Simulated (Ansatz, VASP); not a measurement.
**Two plane-wave programs on HgTe**

Contents of INCAR:

```
SYSTEM = HgTe
ALGO = Normal
EDIFF = 1E-6
EDIFFG = -0.005
ENCUT = 600
GGA = PE
IBRION = 2
ISIF = 3
ISMEAR = 0
IVDW = 12
LASPH = .TRUE.
LCHARG = .FALSE.
LREAL = .FALSE.
LWAVE = .FALSE.
NELM = 100
NSW = 100
PREC = Accurate
SIGMA = 0.1
```

The input KPOINTS:

```
k-points
0
G
  12 12 12
  0 0 0
```

File POSCAR:

```
HgTe
1.0
    0.0000000000      3.0198426119      3.0198426119
    3.0198426119      0.0000000000      3.0198426119
    3.0198426119      3.0198426119      0.0000000000
Hg Te
1 1
Direct
    0.0000000000      0.0000000000      0.0000000000
    0.5000000000      0.5000000000      0.5000000000
```

Input for Ansatz:

```yaml
crystal:
  lattice:
    - [0.0, 3.0198426119, 3.0198426119]
    - [3.0198426119, 0.0, 3.0198426119]
    - [3.0198426119, 3.0198426119, 0.0]
  atoms:
    - { symbol: Hg, position: [0.0, 0.0, 0.0] }
    - { symbol: Te, position: [0.5, 0.5, 0.5] }
basis:
  ecutwfc: 420
kpoints:
  mp_grid: { grid: [12, 12, 12] }
hamiltonian:
  xc: pbe
  dispersion: d3bj
scf:
  occupations: { method: gaussian, width: 0.1 }
output:
  forces: true
  stress: true
  eigenvalues: true
relax:
  adjacent_minimum: "off"
  f_tol: 0.005
  max_steps: 80
  cell: { stress_tol: 0.05 }
```

Measurements of this composition are mostly on another form, of space group No. 216.

Alike in both runs: task relaxation of cell and atoms; functional PBE; dispersion D3(BJ); k mesh 12 × 12 × 12; occupations gaussian, width 0.1 eV; no spin polarisation.

|  | VASP | Ansatz |
| --- | --- | --- |
| version | VASP 6.6.1 | Ansatz 0.2.0 |
| potentials or method | VASP PAW PBE potentials, release 64 (Hg, Te) | scalar-relativistic, plane waves, PAW |
| plane-wave cutoff (eV) | 600 | 420 |
| valence electrons in the cell | 18 | 36 |

```tsv
	VASP	Ansatz	Ansatz less VASP
gap on the k mesh at the Fermi level, each at its own relaxed structure (eV)	none	none	-
relaxed volume (Å³/atom)	27.65	27.54	-0.111
relaxed cell length with the largest relative difference (Å)	4.276	4.271	-0.0057
```

A gap of «none» marks a metal or a gap that the smearing closes. The two sets of potentials don't hold the same shells in valence.

Caveats: pairwise dispersion overbinds metals, which lowers pressure and volume. Zero-point motion and thermal expansion aren't in these numbers. Spin-orbit coupling is left out, which matters for the levels of Hg, Te.
